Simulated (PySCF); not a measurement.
A species of formula C4H6 has this rotational fingerprint, computed with PBE0-D3(BJ)/def2-SVP geometry optimisation, gas phase (PySCF):

- Rotational constants: A = 12985, B = 12325, C = 6877 MHz
- Dipole components: |μa| = 0.17 D, |μb| = 0.00 D, |μc| = 0.00 D
- Inertial defect: -6.44 u·Å²
- κ: 0.78

Task: Which candidate fits, each taken in the one conformer that was computed?
A. `C=C=CC` (1,2-butadiene)
B. `C1[C@H]2C[C@@H]12`
C. cyclobutene, `C1=CCC1`
D. `C=C1CC1` (methylenecyclopropane)
E. 1-butyne (`C#CCC`)
F. `[CH2:1]=[CH:2][CH:3]=[CH2:4]` with C1–C2–C3–C4 180°

Result: C. It is C1=CCC1, an asymmetric top, point group C2v. The candidates at the same level (rigid rotor, commonest isotopes):

| SMILES | A (MHz) | B (MHz) | C (MHz) | μa (D) | μb (D) | μc (D) | Δ (u·Å²) | point group | rotor |
| --- | --- | --- | --- | --- | --- | --- | --- | --- | --- |
| C=C=CC | 34686 | 4164 | 3910 | 0.44 | 0.05 | 0.00 | -6.69 | Cs | near-prolate asymmetric top |
| C1[C@H]2C[C@@H]12 | 17436 | 9358 | 8476 | 0.00 | 0.00 | 0.76 | -23.36 | C2v | asymmetric top |
| C1=CCC1 | 12985 | 12325 | 6877 | 0.17 | 0.00 | 0.00 | -6.44 | C2v | asymmetric top |
| C=C1CC1 | 19631 | 6867 | 5462 | 0.39 | 0.00 | 0.00 | -6.81 | C2v | asymmetric top |
| C#CCC | 27629 | 4506 | 4071 | 0.75 | 0.17 | 0.00 | -6.30 | Cs | near-prolate asymmetric top |
| C=CC=C | 42056 | 4416 | 3996 | 0.00 | 0.00 | 0.00 | 0.00 | C2h | near-prolate asymmetric top |

`C=C=CC` has A 167 % too high; `C=CC=C` has A 224 % too high; `C#CCC` has A 113 % too high; `C=C1CC1` has A 51 % too high; `C1[C@H]2C[C@@H]12` has A 34 % too high. In the right answer the symmetry axis of this C2v structure is a, so μb and μc vanish by symmetry. No structure here is proved a minimum.
